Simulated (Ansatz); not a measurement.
Optical constants of SnSe

Computed with Ansatz, DFT PBE+D3(BJ), scalar-relativistic, plane waves, PAW. Plane waves to 420 eV; Γ-centred k mesh 10×10×10; Gaussian smearing of 0.01 eV. No spin polarisation.

The cell, relaxed at this level:
```yaml
crystal:
  lattice:
    - [0.00000, 2.98826, 2.98826]
    - [2.98826, 0.00000, 2.98826]
    - [2.98826, 2.98826, 0.00000]
  atoms:
    - { symbol: Sn, position: [0.00000, 0.00000, 0.00000] }
    - { symbol: Se, position: [0.50000, 0.50000, 0.50000] }
```

Spin–orbit coupling is left out, which matters for heavy elements.

Independent-particle response (no local fields, no excitons) on a 16×16×16 mesh, broadened by 0.1 eV. Light polarised along y.

(1) Tabulate n, κ, the reflectivity and the absorption coefficient against photon energy.

(2) Where is the highest local maximum of ε₂ between 0.3 and 12 eV?

(3) How do the static value and the gaps compare?

Answers

(1)
```csv
E (eV),n,κ,R,α (10⁵ cm⁻¹)
0.2,7.46,4.19,0.67,0.85
0.6,6.15,2.11,0.56,1.28
1.0,5.92,2.21,0.55,2.24
1.4,6.25,2.64,0.58,3.75
1.8,5.92,4.08,0.63,7.44
2.2,4.57,5.14,0.68,11.46
2.6,2.74,4.62,0.69,12.17
3.0,2.02,4.14,0.69,12.58
3.4,1.77,3.56,0.65,12.26
3.8,1.34,3.37,0.68,12.96
4.2,1.04,2.95,0.68,12.57
4.6,0.85,2.57,0.66,11.98
5.0,0.76,2.18,0.61,11.02
5.4,0.90,1.81,0.48,9.93
5.8,0.90,1.69,0.44,9.95
6.2,1.06,1.47,0.34,9.27
6.6,1.34,1.49,0.30,9.95
7.0,1.15,1.98,0.46,14.02
7.4,1.11,1.44,0.32,10.83
7.8,1.25,1.86,0.41,14.69
8.2,0.94,1.91,0.49,15.89
8.6,0.78,1.75,0.50,15.24
9.0,0.63,1.66,0.53,15.12
9.4,0.58,1.53,0.52,14.61
9.8,0.53,1.45,0.52,14.37
10.2,0.48,1.37,0.53,14.11
10.6,0.44,1.24,0.51,13.30
11.0,0.47,1.20,0.48,13.39
11.4,0.41,1.15,0.50,13.24
11.8,0.38,1.07,0.50,12.80
```

(2) At 2.0 eV, where ε₂ = 49.4.

(3) ε₁(0) = -443.42; on the self-consistent k mesh the Kohn–Sham gap is 0.52 eV and the least direct gap 0.64 eV.

This rock-salt form isn't the usual stable structure of the compound.

Cost: 1 run of about 8.6 core-minutes, on Intel Xeon Platinum 8375C (Ice Lake) (shared hosts).